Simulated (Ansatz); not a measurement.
Space group Pm-3m (No. 221). a = 3.642 Å, b = 3.642 Å, c = 3.642 Å, α = 90.00°, β = 90.00°, γ = 90.00°
```json
{"atom": "Al", "site": "1a", "symmetry": "m-3m", "x": "0.0000", "y": "0.0000", "z": "0.0000"}
{"atom": "Cu", "site": "3c", "symmetry": "4/mm.m", "x": "0.5000", "y": "0.5000", "z": "0.0000"}
```

Equation of state of this AlCu$_{3}$ structure (not necessarily the ground state), with shape and atoms relaxed at each volume where symmetry leaves them free. It has no gap at any of these volumes. Computed with DFT r2SCAN, scalar-relativistic, plane waves, PAW in Ansatz 0.2.0.

Cutoff 500 eV; k points 12×12×12 on the computed 4-atom cell (Γ-centred); Gaussian smearing, width 0.10 eV; no spin polarisation.

| V (Å³/atom) | E − E(largest V) (meV/atom) | P (GPa) |
| --- | --- | --- |
| 11.351 | 4.91 | 10.83 |
| 11.713 | -12.79 | 4.96 |
| 12.075 | -18.27 | 0.00 |
| 12.437 | -13.46 | -4.16 |
| 12.800 | 0.00 | -7.67 |

Question: Fit a third-order Birch–Murnaghan equation to E(V).

Answer: V0 = 12.08 Å³/atom, B0 = 151 GPa, B0' = 4.7.